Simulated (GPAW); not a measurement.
# C (P6_3/mmc) in GPAW: equation of state with LDA

Aim: the equation of state of C with LDA.

The COD entry that gives the cell may itself be a prediction, so a difference from it is no test against experiment.

All numbers are computed with GPAW 26.7.0; they aren't measurements. Logs are shortened: lines on timing, memory, paths and dates and some standing lists are left out, and cuts for length are marked. The log counts tension as positive stress, the text compression.

## 1. The crystal as given

Symmetry: P6_3/mmc, No. 194, hexagonal system. The conventional cell has a = 2.522 Å, b = 2.522 Å, c = 12.356 Å, α = 90.00°, β = 90.00°, γ = 120.00°. C (site symmetry 3m) has 4 C at 1.54 Å as nearest neighbours. Around C (site symmetry 3m) lie 4 C at 1.54 Å. C (site symmetry 3m) is surrounded by 4 C at 1.54 Å.

This is a hexagonal form of diamond, not graphite.

## 2. Equation of state, LDA

Contents of run.py:

```python
from ase import Atoms
from ase.eos import EquationOfState
from ase.io import Trajectory
from ase.units import GPa
from gpaw import GPAW, PW

atoms = Atoms(['C', 'C', 'C', 'C', 'C', 'C', 'C', 'C', 'C', 'C', 'C', 'C'],
              cell=[[2.5221, 0.0, 0.0],
                    [-1.26105, 2.1842026709, 0.0],
                    [0.0, 0.0, 12.3557]],
              scaled_positions=[[0.6666666667, 0.3333333333, 0.35417],
                                [0.3333333333, 0.6666666667, 0.85417],
                                [0.6666666667, 0.3333333333, 0.14583],
                                [0.3333333333, 0.6666666667, 0.64583],
                                [0.6666666667, 0.3333333333, 0.47917],
                                [0.3333333333, 0.6666666667, 0.97917],
                                [0.6666666667, 0.3333333333, 0.02083],
                                [0.3333333333, 0.6666666667, 0.52083],
                                [0.0, 0.0, 0.8125],
                                [0.0, 0.0, 0.3125],
                                [0.0, 0.0, 0.6875],
                                [0.0, 0.0, 0.1875]],
              pbc=True)

traj = Trajectory('eos.traj', 'w')
volumes, energies = [], []
for x in [0.94, 0.96, 0.98, 1.0, 1.02, 1.04, 1.06]:
    a = atoms.copy()
    a.set_cell(atoms.cell * x**(1 / 3), scale_atoms=True)
    calc = GPAW(mode=PW(800),
                xc='LDA',
                kpts={'size': (8, 8, 2), 'gamma': True},
                occupations={'name': 'fermi-dirac', 'width': 0.05},
                nbands=46,
                convergence={'density': 1e-05, 'energy': 1e-05},
                maxiter=150,
                txt=f'eos-{x:.2f}.txt')
    a.calc = calc
    energies.append(a.get_potential_energy(force_consistent=True))
    volumes.append(a.get_volume())
    p = -a.get_stress()[:3].mean() / GPa
    calc.write(f'eos-{x:.2f}.gpw')
    traj.write(a)
    print(f'{x:.2f} {volumes[-1]:10.4f} A^3 {energies[-1]:14.6f} eV {p:9.3f} GPa', flush=True)

v0, e0, B = EquationOfState(volumes, energies, eos='birchmurnaghan').fit()
print(f'V0 = {v0:.4f} A^3, E0 = {e0:.6f} eV, B0 = {B / GPa:.2f} GPa')
```

Potentials or basis: the program's PAW data sets (release 1.2.1) made for this functional, pw.

On the command line:

```bash
OMP_NUM_THREADS=1 python run.py
```

The log of the run:

```text
__  _  _
 | _ |_)|_||  |
 |__||  | ||/\| - 26.7.0

Input parameters:
  mode=PW(ecut=800.0),
  convergence={'density': 1e-05, 'energy': 1e-05},
  kpts=MonkhorstPack(size=(8, 8, 2), gamma=True),
  maxiter=150,
  nbands=46,
  occupations=Occupations(name='fermi-dirac', width=0.05),
  xc=XC(name='LDA')

Diagonalizing LCAO Hamiltonian
Converting LCAO to pw mode

        C
        C

       C
        C
       C
        C
           C

           C
       C

       C   C

           C

Atoms  # Å, Bohr magnetons
|    | symbol |         x |        y |         z |    initial magnetic moments |
|----|--------|-----------|----------|-----------|-----------------------------|
|  0 |      C |  1.235307 | 0.713205 |  4.286687 | ( 0.0000,  0.0000,  0.0000) |
|  1 |      C | -0.000000 | 1.426410 | 10.338423 | ( 0.0000,  0.0000,  0.0000) |
|  2 |      C |  1.235307 | 0.713205 |  1.765049 | ( 0.0000,  0.0000,  0.0000) |
|  3 |      C | -0.000000 | 1.426410 |  7.816785 | ( 0.0000,  0.0000,  0.0000) |
|  4 |      C |  1.235307 | 0.713205 |  5.799621 | ( 0.0000,  0.0000,  0.0000) |
|  5 |      C | -0.000000 | 1.426410 | 11.851357 | ( 0.0000,  0.0000,  0.0000) |
|  6 |      C |  1.235307 | 0.713205 |  0.252115 | ( 0.0000,  0.0000,  0.0000) |
|  7 |      C | -0.000000 | 1.426410 |  6.303851 | ( 0.0000,  0.0000,  0.0000) |
|  8 |      C |  0.000000 | 0.000000 |  9.834071 | ( 0.0000,  0.0000,  0.0000) |
|  9 |      C |  0.000000 | 0.000000 |  3.782335 | ( 0.0000,  0.0000,  0.0000) |
| 10 |      C |  0.000000 | 0.000000 |  8.321137 | ( 0.0000,  0.0000,  0.0000) |
| 11 |      C |  0.000000 | 0.000000 |  2.269401 | ( 0.0000,  0.0000,  0.0000) |

Unit cell  # Å
| periodic |         x |        y |         z |   lengths |     angles |
|----------|-----------|----------|-----------|-----------|------------|
|      yes |  2.470614 | 0.000000 |  0.000000 |  2.470614 |  90.000000 |
|      yes | -1.235307 | 2.139615 |  0.000000 |  2.470614 |  90.000000 |
|      yes |  0.000000 | 0.000000 | 12.103472 | 12.103472 | 120.000000 |

Number of symmetries: 12
Symmetry operations  # r_c * U_cc + t_c -> r_c
|    | kind |            matrix            |
|----|------|------------------------------|
|  0 |  σ   |  1, 1, 0,  0,-1, 0,  0, 0, 1 |
|  1 |  S6  |  1, 1, 0, -1, 0, 0,  0, 0,-1 |
|  2 |  E   |  1, 0, 0,  0, 1, 0,  0, 0, 1 |
|  3 |  C2  |  1, 0, 0, -1,-1, 0,  0, 0,-1 |
|  4 |  C2  |  0, 1, 0,  1, 0, 0,  0, 0,-1 |
|  5 |  C3  |  0, 1, 0, -1,-1, 0,  0, 0, 1 |
|  6 |  S6  |  0,-1, 0,  1, 1, 0,  0, 0,-1 |
|  7 |  σ   |  0,-1, 0, -1, 0, 0,  0, 0, 1 |
|  8 |  σ   | -1, 0, 0,  1, 1, 0,  0, 0, 1 |
|  9 |  i   | -1, 0, 0,  0,-1, 0,  0, 0,-1 |
| 10 |  C3  | -1,-1, 0,  1, 0, 0,  0, 0, 1 |
| 11 |  C2  | -1,-1, 0,  0, 1, 0,  0, 0,-1 |

BZ-sampling:
  Number of BZ points: 128
  Number of IBZ points: 20

  Monkhorst-Pack size: [8, 8, 2]
  Monkhorst-Pack shift: [0.0625, 0.0625, 0.25]

K-points  # in reciprocal-cell coordinates
|     |                                coordinates |     weight |
|-----|--------------------------------------------|------------|
|   0 | (  0.00000000,   0.00000000,   0.00000000) | 0.00781250 |
|   1 | (  0.00000000,   0.00000000,   0.50000000) | 0.00781250 |
|   2 | (  0.12500000,   0.00000000,   0.00000000) | 0.04687500 |
|   3 | (  0.12500000,   0.00000000,   0.50000000) | 0.04687500 |
|   4 | (  0.25000000,  -0.12500000,   0.00000000) | 0.04687500 |
|   5 | (  0.25000000,  -0.12500000,   0.50000000) | 0.04687500 |
|   6 | (  0.25000000,   0.00000000,   0.00000000) | 0.04687500 |
|   7 | (  0.25000000,   0.00000000,   0.50000000) | 0.04687500 |
|   8 | (  0.37500000,  -0.12500000,   0.00000000) | 0.09375000 |
|   9 | (  0.37500000,  -0.12500000,   0.50000000) | 0.09375000 |
| ... |                                            |            |
|  19 | (  0.50000000,   0.50000000,   0.50000000) | 0.02343750 |

Plane wave coefficients: 3319
Cutoff: 800.0 eV

Spin-components: 1 (collinear spins)
Bands:           46
Projectors:      60
Spin-degeneracy: 2
Datatype:        complex128

Parallelization:
  kpt:    1
  domain: 1
  band:   1

Density:
  Valence electrons: 48.0
  Components: 1
  Grid points: [18 18 80]
  Charge: 0.0  # |e|

Potential:
  Grid points: [18 18 80]

species:
  C:
    name:    Carbon
    Z:       6.0
    valence: 4
    core:    2
    charge:  0.0  # [|e|]
    compensation charges:
      type: gauss
      rc: 0.20  # [Å]
      lmax: 2
    cutoffs:
      filter: 1.14  # [Å]
      core: 1.14  # [Å]
    projectors
    | kind |    occ | energy [eV] | rcut [Å] |
    |------|--------|-------------|----------|
    |   2s |  2.000 |     -13.639 |    0.635 |
    |   2p |  2.000 |      -5.414 |    0.635 |
    |    s |        |      13.573 |    0.635 |
    |    p |        |      21.797 |    0.635 |
    |    d |        |       0.000 |    0.635 |

    Using partial waves for C as LCAO basis

Reference energy: -12225.630454  # eV

eigensolver:
  PPCG
  Converge bands: occupied
  niter=2

density mixing:
  MSR1-Mixer
  Pratt-step length: 0.05
  Maximum mixing coefficient: 0.75
  Old densities: 10
  SVD Regularization: 0.005
  Good broyden scale: 1.0
  Trust region scale: 1.0
  Backstep threshold: 4.0
  History deletion threshold: 6.0
  Fourier metric: weight=20.0, sigma=0.015

occupation numbers:
  Fermi-Dirac:
    width: 0.0500  # eV

poisson solver:
  ecut: 6400.0  # eV

xc functional:
  name: None

convergence criteria:
- Maximum integral of absolute [dens]ity change: 1e-05 electrons / valence electron
- Maximum [total energy] change in last 3 cyles: 1e-05 eV / valence electron
- Maximum integral of absolute [eigenst]ate change: 4e-08 eV^2 / valence electron
maximum number of iterations: 150

SCF iterations
|iter     | |      energy | eigst |  dens |
|---------|-|-------------|-------|-------|
|iter:   1| | -126.096853 | +0.19 |       |
|iter:   2| | -125.514323 | -2.54 | -0.77 |
|iter:   3| | -121.555783 | -1.05 | -0.80 |
|iter:   4| | -121.524866 | -2.41 | -1.52 |
|iter:   5| | -121.529547 | -3.78 | -2.18 |
|iter:   6| | -121.529765 | -4.67 | -2.79 |
|iter:   7| | -121.529744c| -6.05 | -3.57 |
|iter:   8| | -121.529745c| -7.32 | -4.07 |
|iter:   9| | -121.529745c| -7.71c| -4.46 |
|iter:  10| | -121.529745c| -8.63c| -6.02c|

Converged in 10 steps
Energy contributions relative to reference atoms: (reference = -12225.630454)

Energy contributions:
  Kinetic:         139.919935
  Coulomb:        -124.281360
  Zero:              0.257826
  External:          0.000000
  Xc:             -137.426145
  Entropy:           0.000000
  Spinorbit:         0.000000
  ----------------------------
  Free energy:    -121.529745
  Extrapolated:   -121.529745

dipole moment: (-9.754273, -16.894897, 0.000035)  # |e|*Ang

Fermi level: 14.909
Eigenvalues  # (at kpt = [0.000, 0.000, 0.000])
| band index |      eig [eV] | occ [0-2] |
|------------|---------------|-----------|
|          0 |        -9.313 |     2.000 |
|        ... |               |           |
|         16 |        10.474 |     2.000 |
|         17 |        11.762 |     2.000 |
|         18 |        11.762 |     2.000 |
|         19 |        11.919 |     2.000 |
|         20 |        11.919 |     2.000 |
|         21 |        12.800 |     2.000 |
[... 8 lines left out ...]
|         30 |        20.050 |     0.000 |
|         31 |        20.301 |     0.000 |
|        ... |               |           |
|         45 |        28.658 |     0.000 |

Gap: 4.489 eV
Transition (v -> c):
  (s=0, k=0, n=23, [0.00, 0.00, 0.00]) -> (s=0, k=10, n=24, [0.38, 0.00, 0.00])
Direct/indirect transitions are different
Direct gap: 5.400 eV
Transition at: (s=0, k=0, n=23, [0.00, 0.00, 0.00])

Stress tensor  # eV/Ang^3
|         x |         y |         z |
|-----------|-----------|-----------|
| -0.080721 |  0.000000 |  0.000000 |
|  0.000000 | -0.080721 |  0.000000 |
|  0.000000 |  0.000000 | -0.141280 |

# Writing to eos-0.94.gpw (mode='')
```

Run time: 8.6 min. Hardware: 1 thread of Arm Neoverse V1, shared host; peak memory 0.39 GiB.

Results:

- Equilibrium volume: 5.52 Å³/atom
- Bulk modulus at fixed shape and positions: 468 GPa
- Pressure derivative of the bulk modulus: 3.7

Energy against volume, from the lowest point:
| volume (Å³/atom) | energy (meV/atom) |
| --- | --- |
| 5.332 | 9.20 |
| 5.445 | 0.95 |
| 5.559 | 0.00 |
| 5.672 | 5.58 |
| 5.786 | 17.18 |
| 5.899 | 34.24 |
| 6.012 | 56.20 |

Caveat: the cell was scaled at fixed shape and fractional positions, which overstates the stiffness of a crystal with free parameters, most of all of layers and chains.
